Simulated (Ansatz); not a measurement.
SrF2:
```yaml
crystal:
  lattice:
    - [0.00000, 2.89529, 2.89529]
    - [2.89529, 0.00000, 2.89529]
    - [2.89529, 2.89529, 0.00000]
  atoms:
    - { symbol: Sr, position: [0.00000, 0.00000, 0.00000] }
    - { symbol: F, position: [0.75000, 0.75000, 0.75000] }
    - { symbol: F, position: [0.25000, 0.25000, 0.25000] }
```

Relaxed with r²SCAN. Plane-wave PAW r²SCAN (Ansatz code) gives a gap of 7.60 eV.

Task: What gap does HSE06 give on the same cell (Ansatz, PAW)?

Result: 9.02 eV, 1.42 eV more. The hybrid was solved on a coarser mesh and at special points; its gap is the smallest among all of these.

```
k  v1 r²SCAN  c1 r²SCAN  v1 HSE06  c1 HSE06
-  ---------  ---------  --------  --------
Γ      -0.10       7.60     -0.10      9.02
X       0.00       8.73       ___       ___
L      -0.43      10.71       ___       ___
W      -0.07       9.05       ___       ___
K      -0.07       9.01       ___       ___
```

Task: Top valence (v1) and lowest conduction level (c1) in eV from each method's valence maximum (which need not be a listed point): supply the withheld HSE06 values.

Result: 
- X, v1 HSE06: 0.00
- X, c1 HSE06: 10.29
- W, v1 HSE06: -0.07
- W, c1 HSE06: 10.62
- K, v1 HSE06: -0.07
- K, c1 HSE06: 10.58
- L, v1 HSE06: -0.44
- L, c1 HSE06: 12.33

Cost on shared cores: the r²SCAN run (SCF on a 8×8×8 mesh, then bands and DOS) about 25 core-seconds (a rough figure), the HSE06 run (SCF on 6×6×6, then a few points) about 2.0 core-minutes (a rough figure); the tasks are unlike.

Space group Fm-3m (fluorite). Symmetry was held in the r²SCAN relaxation; phonons on a q-mesh show no instability. Spin–orbit coupling is left out wherever it is not named.

Potentials: the later of the program's two PAW sets.
